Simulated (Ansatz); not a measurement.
# 216-atom supercell of rocksalt MgS

Wanted: energy, pressure and frontier levels of the defect-free cell (PBEsol, HSE06 and r²SCAN).

Method: density functional theory in Ansatz 0.2.0, PAW datasets, plane waves.

## Step 1: Starting point

216 atoms (108 S, 108 Mg); a = 15.546 Å, b = 15.546 Å, c = 15.546 Å, α = 90.00°, β = 90.00°, γ = 90.00°.

The runs, in order: (2) PBEsol cell relaxation at the single k point (½, ½, ½), on 1 × data-centre GPU with 8 threads; (3) HSE06 single point at the Γ point alone, on 1 × data-centre GPU with 8 threads; (4) r²SCAN single point at the Γ point alone, on 1 × data-centre GPU with 8 threads.

## Step 2: PBEsol relaxation of the cell and the positions

in.yaml

```yaml
crystal:
  lattice:
    - [15.545941, 0.000000, 0.000000]
    - [0.000000, 15.545941, 0.000000]
    - [0.000000, 0.000000, 15.545941]
  atoms:
    - { symbol: S, position: [0.166667, 0.000000, 0.000000] }
    - { symbol: S, position: [0.166667, 0.000000, 0.333333] }
    - { symbol: S, position: [0.166667, 0.000000, 0.666667] }
    - { symbol: S, position: [0.166667, 0.333333, 0.000000] }
    - { symbol: S, position: [0.166667, 0.333333, 0.333333] }
    - { symbol: S, position: [0.166667, 0.333333, 0.666667] }
    - { symbol: S, position: [0.166667, 0.666667, 0.000000] }
    - { symbol: S, position: [0.166667, 0.666667, 0.333333] }
    - { symbol: S, position: [0.166667, 0.666667, 0.666667] }
    - { symbol: S, position: [0.500000, 0.000000, 0.000000] }
    - { symbol: S, position: [0.500000, 0.000000, 0.333333] }
    - { symbol: S, position: [0.500000, 0.000000, 0.666667] }
    - { symbol: S, position: [0.500000, 0.333333, 0.000000] }
    - { symbol: S, position: [0.500000, 0.333333, 0.333333] }
    - { symbol: S, position: [0.500000, 0.333333, 0.666667] }
    - { symbol: S, position: [0.500000, 0.666667, 0.000000] }
    - { symbol: S, position: [0.500000, 0.666667, 0.333333] }
    - { symbol: S, position: [0.500000, 0.666667, 0.666667] }
    - { symbol: S, position: [0.833333, 0.000000, 0.000000] }
    - { symbol: S, position: [0.833333, 0.000000, 0.333333] }
    - { symbol: S, position: [0.833333, 0.000000, 0.666667] }
    - { symbol: S, position: [0.833333, 0.333333, 0.000000] }
    - { symbol: S, position: [0.833333, 0.333333, 0.333333] }
    - { symbol: S, position: [0.833333, 0.333333, 0.666667] }
    - { symbol: S, position: [0.833333, 0.666667, 0.000000] }
    - { symbol: S, position: [0.833333, 0.666667, 0.333333] }
    - { symbol: S, position: [0.833333, 0.666667, 0.666667] }
    - { symbol: S, position: [0.000000, 0.166667, 0.000000] }
    - { symbol: S, position: [0.000000, 0.166667, 0.333333] }
    - { symbol: S, position: [0.000000, 0.166667, 0.666667] }
    - { symbol: S, position: [0.000000, 0.500000, 0.000000] }
    - { symbol: S, position: [0.000000, 0.500000, 0.333333] }
    - { symbol: S, position: [0.000000, 0.500000, 0.666667] }
    - { symbol: S, position: [0.000000, 0.833333, 0.000000] }
    - { symbol: S, position: [0.000000, 0.833333, 0.333333] }
    - { symbol: S, position: [0.000000, 0.833333, 0.666667] }
    - { symbol: S, position: [0.333333, 0.166667, 0.000000] }
    - { symbol: S, position: [0.333333, 0.166667, 0.333333] }
    - { symbol: S, position: [0.333333, 0.166667, 0.666667] }
    - { symbol: S, position: [0.333333, 0.500000, 0.000000] }
    - { symbol: S, position: [0.333333, 0.500000, 0.333333] }
    - { symbol: S, position: [0.333333, 0.500000, 0.666667] }
    - { symbol: S, position: [0.333333, 0.833333, 0.000000] }
    - { symbol: S, position: [0.333333, 0.833333, 0.333333] }
    - { symbol: S, position: [0.333333, 0.833333, 0.666667] }
    - { symbol: S, position: [0.666667, 0.166667, 0.000000] }
    - { symbol: S, position: [0.666667, 0.166667, 0.333333] }
    - { symbol: S, position: [0.666667, 0.166667, 0.666667] }
    - { symbol: S, position: [0.666667, 0.500000, 0.000000] }
    - { symbol: S, position: [0.666667, 0.500000, 0.333333] }
    - { symbol: S, position: [0.666667, 0.500000, 0.666667] }
    - { symbol: S, position: [0.666667, 0.833333, 0.000000] }
    - { symbol: S, position: [0.666667, 0.833333, 0.333333] }
    - { symbol: S, position: [0.666667, 0.833333, 0.666667] }
    - { symbol: S, position: [0.000000, 0.000000, 0.166667] }
    - { symbol: S, position: [0.000000, 0.000000, 0.500000] }
    - { symbol: S, position: [0.000000, 0.000000, 0.833333] }
    - { symbol: S, position: [0.000000, 0.333333, 0.166667] }
    - { symbol: S, position: [0.000000, 0.333333, 0.500000] }
    - { symbol: S, position: [0.000000, 0.333333, 0.833333] }
    - { symbol: S, position: [0.000000, 0.666667, 0.166667] }
    - { symbol: S, position: [0.000000, 0.666667, 0.500000] }
    - { symbol: S, position: [0.000000, 0.666667, 0.833333] }
    - { symbol: S, position: [0.333333, 0.000000, 0.166667] }
    - { symbol: S, position: [0.333333, 0.000000, 0.500000] }
    - { symbol: S, position: [0.333333, 0.000000, 0.833333] }
    - { symbol: S, position: [0.333333, 0.333333, 0.166667] }
    - { symbol: S, position: [0.333333, 0.333333, 0.500000] }
    - { symbol: S, position: [0.333333, 0.333333, 0.833333] }
    - { symbol: S, position: [0.333333, 0.666667, 0.166667] }
    - { symbol: S, position: [0.333333, 0.666667, 0.500000] }
    - { symbol: S, position: [0.333333, 0.666667, 0.833333] }
    - { symbol: S, position: [0.666667, 0.000000, 0.166667] }
    - { symbol: S, position: [0.666667, 0.000000, 0.500000] }
    - { symbol: S, position: [0.666667, 0.000000, 0.833333] }
    - { symbol: S, position: [0.666667, 0.333333, 0.166667] }
    - { symbol: S, position: [0.666667, 0.333333, 0.500000] }
    - { symbol: S, position: [0.666667, 0.333333, 0.833333] }
    - { symbol: S, position: [0.666667, 0.666667, 0.166667] }
    - { symbol: S, position: [0.666667, 0.666667, 0.500000] }
    - { symbol: S, position: [0.666667, 0.666667, 0.833333] }
    - { symbol: S, position: [0.166667, 0.166667, 0.166667] }
    - { symbol: S, position: [0.166667, 0.166667, 0.500000] }
    - { symbol: S, position: [0.166667, 0.166667, 0.833333] }
    - { symbol: S, position: [0.166667, 0.500000, 0.166667] }
    - { symbol: S, position: [0.166667, 0.500000, 0.500000] }
    - { symbol: S, position: [0.166667, 0.500000, 0.833333] }
    - { symbol: S, position: [0.166667, 0.833333, 0.166667] }
    - { symbol: S, position: [0.166667, 0.833333, 0.500000] }
    - { symbol: S, position: [0.166667, 0.833333, 0.833333] }
    - { symbol: S, position: [0.500000, 0.166667, 0.166667] }
    - { symbol: S, position: [0.500000, 0.166667, 0.500000] }
    - { symbol: S, position: [0.500000, 0.166667, 0.833333] }
    - { symbol: S, position: [0.500000, 0.500000, 0.166667] }
    - { symbol: S, position: [0.500000, 0.500000, 0.500000] }
    - { symbol: S, position: [0.500000, 0.500000, 0.833333] }
    - { symbol: S, position: [0.500000, 0.833333, 0.166667] }
    - { symbol: S, position: [0.500000, 0.833333, 0.500000] }
    - { symbol: S, position: [0.500000, 0.833333, 0.833333] }
    - { symbol: S, position: [0.833333, 0.166667, 0.166667] }
    - { symbol: S, position: [0.833333, 0.166667, 0.500000] }
    - { symbol: S, position: [0.833333, 0.166667, 0.833333] }
    - { symbol: S, position: [0.833333, 0.500000, 0.166667] }
    - { symbol: S, position: [0.833333, 0.500000, 0.500000] }
    - { symbol: S, position: [0.833333, 0.500000, 0.833333] }
    - { symbol: S, position: [0.833333, 0.833333, 0.166667] }
    - { symbol: S, position: [0.833333, 0.833333, 0.500000] }
    - { symbol: S, position: [0.833333, 0.833333, 0.833333] }
    - { symbol: Mg, position: [0.000000, 0.000000, 0.000000] }
    - { symbol: Mg, position: [0.000000, 0.000000, 0.333333] }
    - { symbol: Mg, position: [0.000000, 0.000000, 0.666667] }
    - { symbol: Mg, position: [0.000000, 0.333333, 0.000000] }
    - { symbol: Mg, position: [0.000000, 0.333333, 0.333333] }
    - { symbol: Mg, position: [0.000000, 0.333333, 0.666667] }
    - { symbol: Mg, position: [0.000000, 0.666667, 0.000000] }
    - { symbol: Mg, position: [0.000000, 0.666667, 0.333333] }
    - { symbol: Mg, position: [0.000000, 0.666667, 0.666667] }
    - { symbol: Mg, position: [0.333333, 0.000000, 0.000000] }
    - { symbol: Mg, position: [0.333333, 0.000000, 0.333333] }
    - { symbol: Mg, position: [0.333333, 0.000000, 0.666667] }
    - { symbol: Mg, position: [0.333333, 0.333333, 0.000000] }
    - { symbol: Mg, position: [0.333333, 0.333333, 0.333333] }
    - { symbol: Mg, position: [0.333333, 0.333333, 0.666667] }
    - { symbol: Mg, position: [0.333333, 0.666667, 0.000000] }
    - { symbol: Mg, position: [0.333333, 0.666667, 0.333333] }
    - { symbol: Mg, position: [0.333333, 0.666667, 0.666667] }
    - { symbol: Mg, position: [0.666667, 0.000000, 0.000000] }
    - { symbol: Mg, position: [0.666667, 0.000000, 0.333333] }
    - { symbol: Mg, position: [0.666667, 0.000000, 0.666667] }
    - { symbol: Mg, position: [0.666667, 0.333333, 0.000000] }
    - { symbol: Mg, position: [0.666667, 0.333333, 0.333333] }
    - { symbol: Mg, position: [0.666667, 0.333333, 0.666667] }
    - { symbol: Mg, position: [0.666667, 0.666667, 0.000000] }
    - { symbol: Mg, position: [0.666667, 0.666667, 0.333333] }
    - { symbol: Mg, position: [0.666667, 0.666667, 0.666667] }
    - { symbol: Mg, position: [0.166667, 0.166667, 0.000000] }
    - { symbol: Mg, position: [0.166667, 0.166667, 0.333333] }
    - { symbol: Mg, position: [0.166667, 0.166667, 0.666667] }
    - { symbol: Mg, position: [0.166667, 0.500000, 0.000000] }
    - { symbol: Mg, position: [0.166667, 0.500000, 0.333333] }
    - { symbol: Mg, position: [0.166667, 0.500000, 0.666667] }
    - { symbol: Mg, position: [0.166667, 0.833333, 0.000000] }
    - { symbol: Mg, position: [0.166667, 0.833333, 0.333333] }
    - { symbol: Mg, position: [0.166667, 0.833333, 0.666667] }
    - { symbol: Mg, position: [0.500000, 0.166667, 0.000000] }
    - { symbol: Mg, position: [0.500000, 0.166667, 0.333333] }
    - { symbol: Mg, position: [0.500000, 0.166667, 0.666667] }
    - { symbol: Mg, position: [0.500000, 0.500000, 0.000000] }
    - { symbol: Mg, position: [0.500000, 0.500000, 0.333333] }
    - { symbol: Mg, position: [0.500000, 0.500000, 0.666667] }
    - { symbol: Mg, position: [0.500000, 0.833333, 0.000000] }
    - { symbol: Mg, position: [0.500000, 0.833333, 0.333333] }
    - { symbol: Mg, position: [0.500000, 0.833333, 0.666667] }
    - { symbol: Mg, position: [0.833333, 0.166667, 0.000000] }
    - { symbol: Mg, position: [0.833333, 0.166667, 0.333333] }
    - { symbol: Mg, position: [0.833333, 0.166667, 0.666667] }
    - { symbol: Mg, position: [0.833333, 0.500000, 0.000000] }
    - { symbol: Mg, position: [0.833333, 0.500000, 0.333333] }
    - { symbol: Mg, position: [0.833333, 0.500000, 0.666667] }
    - { symbol: Mg, position: [0.833333, 0.833333, 0.000000] }
    - { symbol: Mg, position: [0.833333, 0.833333, 0.333333] }
    - { symbol: Mg, position: [0.833333, 0.833333, 0.666667] }
    - { symbol: Mg, position: [0.166667, 0.000000, 0.166667] }
    - { symbol: Mg, position: [0.166667, 0.000000, 0.500000] }
    - { symbol: Mg, position: [0.166667, 0.000000, 0.833333] }
    - { symbol: Mg, position: [0.166667, 0.333333, 0.166667] }
    - { symbol: Mg, position: [0.166667, 0.333333, 0.500000] }
    - { symbol: Mg, position: [0.166667, 0.333333, 0.833333] }
    - { symbol: Mg, position: [0.166667, 0.666667, 0.166667] }
    - { symbol: Mg, position: [0.166667, 0.666667, 0.500000] }
    - { symbol: Mg, position: [0.166667, 0.666667, 0.833333] }
    - { symbol: Mg, position: [0.500000, 0.000000, 0.166667] }
    - { symbol: Mg, position: [0.500000, 0.000000, 0.500000] }
    - { symbol: Mg, position: [0.500000, 0.000000, 0.833333] }
    - { symbol: Mg, position: [0.500000, 0.333333, 0.166667] }
    - { symbol: Mg, position: [0.500000, 0.333333, 0.500000] }
    - { symbol: Mg, position: [0.500000, 0.333333, 0.833333] }
    - { symbol: Mg, position: [0.500000, 0.666667, 0.166667] }
    - { symbol: Mg, position: [0.500000, 0.666667, 0.500000] }
    - { symbol: Mg, position: [0.500000, 0.666667, 0.833333] }
    - { symbol: Mg, position: [0.833333, 0.000000, 0.166667] }
    - { symbol: Mg, position: [0.833333, 0.000000, 0.500000] }
    - { symbol: Mg, position: [0.833333, 0.000000, 0.833333] }
    - { symbol: Mg, position: [0.833333, 0.333333, 0.166667] }
    - { symbol: Mg, position: [0.833333, 0.333333, 0.500000] }
    - { symbol: Mg, position: [0.833333, 0.333333, 0.833333] }
    - { symbol: Mg, position: [0.833333, 0.666667, 0.166667] }
    - { symbol: Mg, position: [0.833333, 0.666667, 0.500000] }
    - { symbol: Mg, position: [0.833333, 0.666667, 0.833333] }
    - { symbol: Mg, position: [0.000000, 0.166667, 0.166667] }
    - { symbol: Mg, position: [0.000000, 0.166667, 0.500000] }
    - { symbol: Mg, position: [0.000000, 0.166667, 0.833333] }
    - { symbol: Mg, position: [0.000000, 0.500000, 0.166667] }
    - { symbol: Mg, position: [0.000000, 0.500000, 0.500000] }
    - { symbol: Mg, position: [0.000000, 0.500000, 0.833333] }
    - { symbol: Mg, position: [0.000000, 0.833333, 0.166667] }
    - { symbol: Mg, position: [0.000000, 0.833333, 0.500000] }
    - { symbol: Mg, position: [0.000000, 0.833333, 0.833333] }
    - { symbol: Mg, position: [0.333333, 0.166667, 0.166667] }
    - { symbol: Mg, position: [0.333333, 0.166667, 0.500000] }
    - { symbol: Mg, position: [0.333333, 0.166667, 0.833333] }
    - { symbol: Mg, position: [0.333333, 0.500000, 0.166667] }
    - { symbol: Mg, position: [0.333333, 0.500000, 0.500000] }
    - { symbol: Mg, position: [0.333333, 0.500000, 0.833333] }
    - { symbol: Mg, position: [0.333333, 0.833333, 0.166667] }
    - { symbol: Mg, position: [0.333333, 0.833333, 0.500000] }
    - { symbol: Mg, position: [0.333333, 0.833333, 0.833333] }
    - { symbol: Mg, position: [0.666667, 0.166667, 0.166667] }
    - { symbol: Mg, position: [0.666667, 0.166667, 0.500000] }
    - { symbol: Mg, position: [0.666667, 0.166667, 0.833333] }
    - { symbol: Mg, position: [0.666667, 0.500000, 0.166667] }
    - { symbol: Mg, position: [0.666667, 0.500000, 0.500000] }
    - { symbol: Mg, position: [0.666667, 0.500000, 0.833333] }
    - { symbol: Mg, position: [0.666667, 0.833333, 0.166667] }
    - { symbol: Mg, position: [0.666667, 0.833333, 0.500000] }
    - { symbol: Mg, position: [0.666667, 0.833333, 0.833333] }
kpoints:
  mp_grid: { grid: [1, 1, 1], shift: [0.5, 0.5, 0.5] }
hamiltonian:
  xc: pbesol
scf:
  occupations: { method: fermi_dirac, width: 0.01 }
relax:
  f_tol: 0.03
  max_steps: 80
  escape_saddle: false
  adjacent_minimum: "off"
  cell: { fix: [shape] }
output:
  forces: true
  eigenvalues: true
  populations: true
```

Further steps of the session: HSE06 single point; r²SCAN on the same atoms.

Before running it: what results should come out? Wanted: for each run, top filled to lowest empty; energy; pressure.

As calculated:

| level | time | k points | top filled to lowest empty (eV) | energy (eV/atom) | pressure (GPa) |
| --- | --- | --- | --- | --- | --- |
| PBEsol, relaxation | 9.7 s (GPU) | (½, ½, ½) | 3.80 | -1399.9575 | 0.03 |
| HSE06 | 6.5 min (GPU) | Γ | 3.83 | -1414.8838 | - |
| r²SCAN | 19 s (GPU) | Γ | 3.49 | -1417.7863 | - |

```
     quantity                                                                         value
   relaxation                                              2 recorded steps, 0.00 eV gained
largest shift                                                                        0.00 Å
 relaxed cell  a = 15.546 Å, b = 15.546 Å, c = 15.546 Å, α = 90.00°, β = 90.00°, γ = 90.00°
```

**Reading.** The atoms kept their fractional positions, and energy and volume hardly changed. At the same k points, r²SCAN gives a spacing 0.35 eV smaller than the 3.83 eV of HSE06. The relaxation ran on other k points, so part of any difference from the later rows can come from the mesh. Exact exchange costs time: HSE06 ran about 20 times as long as r²SCAN on the same kind of device. With one k point the spacing samples only the states that fold onto it, so it can exceed the gap over the zone.
